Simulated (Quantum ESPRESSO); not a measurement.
**HfN under changes of volume**

One of the cells (11.482 Å³/atom); the others are scaled copies at fixed shape and fractional positions:

```
CELL_PARAMETERS angstrom
0.00000 2.25600 2.25600
2.25600 0.00000 2.25600
2.25600 2.25600 0.00000
ATOMIC_POSITIONS crystal
Hf 0.00000 0.00000 0.00000
N 0.50000 0.50000 0.50000
```

- Program: Quantum ESPRESSO 7.5
- Functional: PBEsol
- Potentials or basis: GBRV 1.5 PBEsol
- Cutoff: 612 eV
- Density cutoff: 4898 eV
- k mesh: 10 × 10 × 10
- Occupations: fermi-dirac, width 0.05 eV
- Spin: no spin polarisation

```tsv
volume (Å³/atom)	energy over the lowest point (meV/atom)	pressure (GPa)
10.793	?	?
11.023	9.85	9.6
11.252	0.48	3.0
11.482	0.00	-2.8
11.712	7.47	-8.1
11.941	22.15	-12.8
12.171	43.23	-17.1
```

Problem. What does the run at 10.793 Å³/atom give?

Solution. Energy over the lowest point 29.13 meV/atom; pressure 16.8 GPa.

Worked out: A Birch-Murnaghan fit of order 3 (a polynomial in V^(-2/3)) to the other rows has its minimum at 11.38 Å³/atom with B0 = V·E''(V) = 290 GPa and B' = 4.4. It gives 29.22 meV/atom at 10.793 Å³/atom, against the run's 29.13, and -dE/dV = 17.2 GPa, against 16.8.

Energies are extrapolated to zero smearing.
